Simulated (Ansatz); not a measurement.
Crystal: GaCuSe2.

```
Se Ga Cu
1.0
    -2.80955    2.80955    5.51300
     2.80955   -2.80955    5.51300
     2.80955    2.80955   -5.51300
Se Ga Cu
4 2 2
Direct
  0.12562 0.62500 0.00062
  0.87500 0.87438 0.49938
  0.62438 0.12500 0.99938
  0.37500 0.37562 0.50062
  0.25000 0.75000 0.50000
  0.50000 0.50000 0.00000
  0.75000 0.25000 0.50000
  0.00000 0.00000 0.00000
```

* Program: Ansatz 0.2.0
* Task: single point
* Functional: PBE
* Potentials or basis: Ansatz PAW
* Cutoff: 420 eV (not typed: the program's choice for these potentials)
* k mesh: 7 × 7 × 7
* Occupations: fermi-dirac, width 0.05 eV
* Spin: no spin polarisation

On this cell: pressure 2.8 GPa; largest force 0.392 eV/Å; band gap on the k mesh 0.24 eV, direct.

The same run follows on a disturbed copy (atoms moved at random, drawn with an rms of 0.05 Å):

```
Se Ga Cu
1.0
    -2.80955    2.80955    5.51300
     2.80955   -2.80955    5.51300
     2.80955    2.80955   -5.51300
Se Ga Cu
4 2 2
Direct
  0.12290 0.62104 0.00038
  0.86700 0.87066 0.49951
  0.62315 0.12894 0.00622
  0.37806 0.36902 0.49909
  0.24301 0.74760 0.49750
  0.51000 0.49658 0.01371
  0.75250 0.25277 0.50213
  0.99603 0.00613 0.00368
```

Q: What changes?

A: The energy moves by +7.0 meV/atom; pressure 3.0 GPa; largest force 0.930 eV/Å; band gap on the k mesh 0.22 eV, direct.

Forces on the atoms (eV/Å):
```
Se   0.054 -0.269  0.286
Se   0.562  0.242  0.467
Se  -0.571  0.503 -0.370
Se   0.121  0.030 -0.161
Ga  -0.030  0.208 -0.084
Ga  -0.040 -0.918  0.141
Cu  -0.037  0.071 -0.170
Cu  -0.059  0.133 -0.109
```

Stress tensor (GPa, compression positive):
```
2.87 0.21 0.50
0.21 2.86 0.19
0.50 0.19 3.14
```

Caveats: odd divisions of the mesh miss points on the zone boundary, where band edges often lie, so the gap on the mesh can be too wide.

